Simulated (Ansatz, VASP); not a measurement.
# ZnAu in VASP and in Ansatz

```
Zn Au
1.0
     2.96144    0.00000    0.00000
     0.00000    2.96144    0.00000
     0.00000    0.00000    3.55373
Zn Au
1 1
Direct
  0.50000 0.50000 0.50000
  0.00000 0.00000 0.00000
```

Alike in both runs: task single point; functional PBEsol; k mesh 16 × 16 × 16; occupations gaussian, width 0.15 eV; no spin polarisation.

```csv
,VASP,Ansatz
version,VASP 6.6.1,Ansatz 0.2.0
potentials or method,"VASP PAW PBE potentials, release 64 (Zn, Au)","scalar-relativistic, plane waves, PAW"
plane-wave cutoff (eV),520,420
valence electrons in the cell,23,31
```

|  | VASP | Ansatz | Ansatz less VASP |
| --- | --- | --- | --- |
| gap on the k mesh at the Fermi level (eV) | none | none | - |
| pressure (GPa) | -2.0 | -2.1 | -0.10 |
| largest component of the traceless stress (GPa) | 1.18 | 1.22 | +0.041 |

A gap of «none» marks a metal or a gap that the smearing closes. The two sets of potentials don't hold the same shells in valence.

Caveats: the PAW data sets were made with another functional, which shifts forces and pressure a little (VASP). The runs have no spin-orbit coupling, so splittings on Au are missing.
